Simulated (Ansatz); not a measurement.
Bands of BaO

```
CELL_PARAMETERS angstrom
0.00000 2.79039 2.79039
2.79039 0.00000 2.79039
2.79039 2.79039 0.00000
ATOMIC_POSITIONS crystal
Ba 0.00000 0.00000 0.00000
O 0.50000 0.50000 0.50000
```

Atoms are numbered in the order listed.

Structure from Materials Project entry mp-1342 (possibly hypothetical), not relaxed further.

Spin–orbit coupling is left out, though it moves levels of the heavy atoms by tenths of an eV or more.

Computed with DFT, PBE, all-electron LAPW, scalar-relativistic (Ansatz 0.2.0).

Sampling and basis: a Γ-centred 8×8×8 k mesh, Fermi–Dirac smearing of 0.02 eV, basis error target 0.25 meV/atom, no spin polarisation.

Points in fractions of the reciprocal vectors of this cell: Γ (0, 0, 0), X (0.5, 0, 0.5), U (0.625, 0.25, 0.625), K (0.375, 0.375, 0.75), L (0.5, 0.5, 0.5), W (0.5, 0.25, 0.75). The path joins them by straight lines in the order Γ–X–U–K–Γ–L–W–X; legs that retrace an earlier one aren't tabulated. Energies are in eV from the top of the valence band.

Task: Is there a gap, and where are the band edges?

Result: 2.11 eV, direct at X (0.5, 0, 0.5).

Task: List the levels between -5 and 4.5 eV at the symmetry points.

Result: 
Γ: -0.39 (×3), 3.50
X: -0.19 (×2), 0.00, 2.11
U: -0.89, -0.70, -0.14, 3.44
K: -0.89, -0.70, -0.14, 3.44
L: -1.89, -1.37 (×2)
W: -1.26, -0.20 (×2)
